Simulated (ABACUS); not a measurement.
# InP (F-43m) in ABACUS: notebook, part 2 of 2

ABACUS 3.10.1. The steps go on from the part before.

**3. Single point, PBE**

run_abacus.py reads:

```python
"""ABACUS run from a structure file: ASE reads it, the script writes STRU, KPT and INPUT."""
import re
import subprocess
import spglib
from ase import Atoms
from ase.io import read
from ase.units import Bohr

atoms = read("InP.cif")
cell, frac, numbers = spglib.standardize_cell((atoms.cell[:], atoms.get_scaled_positions(), atoms.numbers), to_primitive=True, symprec=1e-4)
atoms = Atoms(numbers=numbers, cell=cell, scaled_positions=frac, pbc=True)  # the primitive cell
atoms = atoms[(-atoms.numbers).argsort(kind="stable")]  # ABACUS lists atoms element by element
pseudo = {'In': '49_In_13_2.5_3.1_pbe_n_v1.0.upf', 'P': '15_P_5_1.8_1.9_pbe_n_v1.0.upf'}
orbital = {'In': 'In_confined-atom_8au_2s2p2d.orb', 'P': 'P_confined-atom_7au_2s2p1d.orb'}
magmoms = None
kmesh = [7, 7, 7]
params = {
    'suffix': 'InP',
    'calculation': 'scf',
    'basis_type': 'lcao',
    'pseudo_dir': './',
    'orbital_dir': './',
    'symmetry': 1,
    'dft_functional': 'pbe',
    'ecutwfc': 100,
    'pseudo_rcut': 10,
    'nspin': 1,
    'nbands': 19,
    'ks_solver': 'genelpa',
    'smearing_method': 'fd',
    'smearing_sigma': 0.00367493,
    'scf_thr': 1e-07,
    'scf_nmax': 100,
    'mixing_type': 'broyden',
    'mixing_beta': 0.7,
    'cal_force': 1,
    'cal_stress': 1,
    'out_mul': 1,
    'out_chg': 1,
    'out_pot': 2,
    'out_elf': 1,
}

symbols = atoms.get_chemical_symbols()
elements = list(dict.fromkeys(symbols))
lines = ["ATOMIC_SPECIES"] + [f"{e} {atoms.get_masses()[symbols.index(e)]:.4f} {pseudo[e]}" for e in elements]
if orbital:
    lines += ["", "NUMERICAL_ORBITAL"] + [orbital[e] for e in elements]
lines += ["", "LATTICE_CONSTANT", f"{1 / Bohr:.10f}", "", "LATTICE_VECTORS"]
lines += [" ".join(f"{x:.10f}" for x in v) for v in atoms.cell]
lines += ["", "ATOMIC_POSITIONS", "Direct"]
for e in elements:
    lines += ["", e, "0.0", str(symbols.count(e))]
    for i, p in enumerate(atoms.get_scaled_positions(wrap=False)):
        if symbols[i] == e:
            mag = "" if magmoms is None else " mag " + " ".join(str(x) for x in (magmoms[i] if isinstance(magmoms[i], list) else [magmoms[i]]))
            lines.append(" ".join(f"{x:.10f}" for x in p) + " 1 1 1" + mag)
open("STRU", "w").write("\n".join(lines) + "\n")
open("KPT", "w").write("K_POINTS\n0\nGamma\n%d %d %d 0 0 0\n" % tuple(kmesh))
open("INPUT", "w").write("INPUT_PARAMETERS\n" + "".join(f"{k:<20s}{v}\n" for k, v in params.items()))

done = subprocess.run(['mpirun', '-np', '4', 'abacus'])
if done.returncode:
    raise SystemExit(done.returncode)
log = open("OUT.InP/running_scf.log").read()
print("final energy (eV):", re.findall(r"FINAL_ETOT_IS (\S+)", log))
```

InP.cif reads:

```cif
data_InP
_cell_length_a 5.86100000
_cell_length_b 5.86100000
_cell_length_c 5.86100000
_cell_angle_alpha 90.00000000
_cell_angle_beta 90.00000000
_cell_angle_gamma 90.00000000
_space_group_name_H-M_alt 'F-43m'
_space_group_name_Hall 'F -4 2 3'
_space_group_IT_number 216
loop_
_space_group_symop_operation_xyz
'x,y,z'
'y,-x,-z'
'-x,-y,z'
'-y,x,-z'
'x,-y,-z'
'y,x,z'
'-x,y,-z'
'-y,-x,z'
'z,x,y'
'-z,y,-x'
'z,-x,-y'
'-z,-y,x'
'-z,x,-y'
'z,y,x'
'-z,-x,y'
'z,-y,-x'
'y,z,x'
'-x,-z,y'
'-y,z,-x'
'x,-z,-y'
'-y,-z,x'
'x,z,y'
'y,-z,-x'
'-x,z,-y'
'x,y+1/2,z+1/2'
'y,-x+1/2,-z+1/2'
'-x,-y+1/2,z+1/2'
'-y,x+1/2,-z+1/2'
'x,-y+1/2,-z+1/2'
'y,x+1/2,z+1/2'
'-x,y+1/2,-z+1/2'
'-y,-x+1/2,z+1/2'
'z,x+1/2,y+1/2'
'-z,y+1/2,-x+1/2'
'z,-x+1/2,-y+1/2'
'-z,-y+1/2,x+1/2'
'-z,x+1/2,-y+1/2'
'z,y+1/2,x+1/2'
'-z,-x+1/2,y+1/2'
'z,-y+1/2,-x+1/2'
'y,z+1/2,x+1/2'
'-x,-z+1/2,y+1/2'
'-y,z+1/2,-x+1/2'
'x,-z+1/2,-y+1/2'
'-y,-z+1/2,x+1/2'
'x,z+1/2,y+1/2'
'y,-z+1/2,-x+1/2'
'-x,z+1/2,-y+1/2'
'x+1/2,y,z+1/2'
'y+1/2,-x,-z+1/2'
'-x+1/2,-y,z+1/2'
'-y+1/2,x,-z+1/2'
'x+1/2,-y,-z+1/2'
'y+1/2,x,z+1/2'
'-x+1/2,y,-z+1/2'
'-y+1/2,-x,z+1/2'
'z+1/2,x,y+1/2'
'-z+1/2,y,-x+1/2'
'z+1/2,-x,-y+1/2'
'-z+1/2,-y,x+1/2'
'-z+1/2,x,-y+1/2'
'z+1/2,y,x+1/2'
'-z+1/2,-x,y+1/2'
'z+1/2,-y,-x+1/2'
'y+1/2,z,x+1/2'
'-x+1/2,-z,y+1/2'
'-y+1/2,z,-x+1/2'
'x+1/2,-z,-y+1/2'
'-y+1/2,-z,x+1/2'
'x+1/2,z,y+1/2'
'y+1/2,-z,-x+1/2'
'-x+1/2,z,-y+1/2'
'x+1/2,y+1/2,z'
'y+1/2,-x+1/2,-z'
'-x+1/2,-y+1/2,z'
'-y+1/2,x+1/2,-z'
'x+1/2,-y+1/2,-z'
'y+1/2,x+1/2,z'
'-x+1/2,y+1/2,-z'
'-y+1/2,-x+1/2,z'
'z+1/2,x+1/2,y'
'-z+1/2,y+1/2,-x'
'z+1/2,-x+1/2,-y'
'-z+1/2,-y+1/2,x'
'-z+1/2,x+1/2,-y'
'z+1/2,y+1/2,x'
'-z+1/2,-x+1/2,y'
'z+1/2,-y+1/2,-x'
'y+1/2,z+1/2,x'
'-x+1/2,-z+1/2,y'
'-y+1/2,z+1/2,-x'
'x+1/2,-z+1/2,-y'
'-y+1/2,-z+1/2,x'
'x+1/2,z+1/2,y'
'y+1/2,-z+1/2,-x'
'-x+1/2,z+1/2,-y'
loop_
_atom_site_label
_atom_site_type_symbol
_atom_site_symmetry_multiplicity
_atom_site_Wyckoff_symbol
_atom_site_fract_x
_atom_site_fract_y
_atom_site_fract_z
_atom_site_occupancy
In1 In 4 a 0.0000000000 0.0000000000 0.0000000000 1
P1 P 4 c 0.2500000000 0.2500000000 0.2500000000 1
```

Potentials or basis: SPMS ONCV 1.0 PBE, DZP LCAO (the cutoffs set its grid).

Started as:

```bash
$ OMP_NUM_THREADS=1 python run_abacus.py > log
```

running log:

```text
ABACUS v3.10.1

               Atomic-orbital Based Ab-initio Computation at UStc

 ------------------------------------------------------------------------------------

 READING GENERAL INFORMATION
                           global_out_dir = OUT.InP/
                           global_in_card = INPUT
                               pseudo_dir = ./
                              orbital_dir = ./
                                    DSIZE = 4
                                    GSIZE = 1

 READING UNITCELL INFORMATION
                                    ntype = 2
                  lattice constant (Bohr) = 1.88973
              lattice constant (Angstrom) = 1

 READING ATOM TYPE 1
                               atom label = In
                      L=0, number of zeta = 2
                      L=1, number of zeta = 2
                      L=2, number of zeta = 2
             number of atom for this type = 1

 READING ATOM TYPE 2
                               atom label = P
                      L=0, number of zeta = 2
                      L=1, number of zeta = 2
                      L=2, number of zeta = 1
             number of atom for this type = 1

                        TOTAL ATOM NUMBER = 2
DIRECT COORDINATES
    atom                   x                   y                   z     mag                  vx                  vy                  vz
taud_In1            0.0000000000        0.0000000000        0.0000000000  0.0000        0.0000000000        0.0000000000        0.0000000000
taud_P1            0.2500000000        0.2500000000        0.2500000000  0.0000        0.0000000000        0.0000000000        0.0000000000

                          Volume (Bohr^3) = 339.666
                             Volume (A^3) = 50.3332

 Lattice vectors: (Cartesian coordinate: in unit of a_0)
                   +0             +2.9305             +2.9305
              +2.9305                  +0             +2.9305
              +2.9305             +2.9305                  +0
 Reciprocal vectors: (Cartesian coordinate: in unit of 2 pi/a_0)
[... 227 lines left out ...]
                        extended fft grid = [ 13, 13, 13 ]
                dimension of extened grid = [ 37, 37, 37 ]
                            UnitCellTotal = 125
              Atom number in sub-FFT-grid = 2
    Local orbitals number in sub-FFT-grid = 31
                                ParaV.nnr = 20836
                                 init_chg = atomic

 LCAO ALGORITHM --------------- ION=   1  ELEC=   1--------------------------------

 Density error is 0.0771282276209
----------------------------------------------------------
     Energy           Rydberg                 eV
----------------------------------------------------------
 E_KohnSham     -136.7300783851      -1860.3081540242
 E_Harris       -137.5824791242      -1871.9056610546
 E_Fermi        0.5531866784         7.5264908845
----------------------------------------------------------
[... 69 lines left out ...]
 Density error is 8.44653355669e-08
----------------------------------------------------------
     Energy           Rydberg                 eV
----------------------------------------------------------
 E_KohnSham     -136.7569853408      -1860.6742419372
 E_KS(sigma->0) -136.7569853074      -1860.6742414823
 E_Harris       -136.7569852448      -1860.6742406318
 E_band         -3.1325598967        -42.6206639217
 E_one_elec     -38.6638215883       -526.0482800565
 E_Hartree      30.6451871480        416.9491614894
 E_xc           -39.0179466930       -530.8663992852
 E_Ewald        -89.7204041406       -1220.7087231750
 E_entropy(-TS) -0.0000000669        -0.0000009098
 E_descf        0.0000000000         0.0000000000
 E_exx          0.0000000000         0.0000000000
 E_Fermi        0.5959814142         8.1087431348
----------------------------------------------------------

 charge density convergence is achieved
 final etot is -1860.6742419 eV
 EFERMI = 8.1087431348 eV
The vacuum level is 10.158772997 eV

 STATE ENERGY(eV) AND OCCUPATIONS    NSPIN == 1
 1/20 kpoint (Cartesian) = 0.0000 0.0000 0.0000 (1439 pws)
       1       -6.72196     0.00583090
       2       -6.72196     0.00583090
       3       -6.72196     0.00583090
       4       -6.56759     0.00583090
       5       -6.56759     0.00583090
       6       -3.90193     0.00583090
[... 104 lines left out ...]
       6       -3.11478       0.139942
[... 11 lines left out ...]
      18        22.8327        0.00000
      19        24.0054        0.00000

[... levels at 14 further k points ...]

 correction force for each atom along direction 1 is -0.0155079
 correction force for each atom along direction 2 is 0.00539400
 correction force for each atom along direction 3 is 0.00214084
------------------------------------------------------------------------------------------
 TOTAL-FORCE (eV/Angstrom)
------------------------------------------------------------------------------------------
                       In1         0.0000000000         0.0000000000         0.0000000000
                        P1         0.0000000000         0.0000000000         0.0000000000
------------------------------------------------------------------------------------------

----------------------------------------------------------------
 TOTAL-STRESS (KBAR)
----------------------------------------------------------------
        44.1784550835        -0.0000000000         0.0000000000
        -0.0000000000        44.1784550835         0.0000000000
        -0.0000000000         0.0000000000        44.1784550835
----------------------------------------------------------------
 TOTAL-PRESSURE: 44.178455 KBAR

 --------------------------------------------
 !FINAL_ETOT_IS -1860.6742419371764754 eV
 --------------------------------------------
```

Wall time 2.5 s (4 MPI ranks of AMD EPYC 9R45 (Zen 5), shared host); peak memory 0.4 GiB.

Results:

```
Free energy            : -1860.6742 eV
Pressure               : 4.4 GPa
Band gap on the k mesh : 0.94 eV, direct
Mulliken charges       : In -0.04; P +0.04 e
```

Caveat: the atomic orbitals were generated for these runs and aren't a published set; Mulliken charges move with the basis; spin-orbit coupling is left out, which moves the levels of the heavy elements; the basis of atomic orbitals isn't converged, which shifts pressures, moduli and gaps.

**4. Against experiment**

Step 3. Against the measured gap of InP, 1.4236 eV (direct; 1.6 K; a printed reference work, data compilation), the calculated 0.94 eV is off by -0.48 eV. Spin-orbit coupling on In is left out. The value is that of PBE in an atomic basis (SPMS ONCV 1.0 PBE, DZP LCAO (the cutoffs set its grid)), whose error adds to the functional's,, without temperature or zero-point motion. Semilocal functionals fall short of measured gaps as a rule.
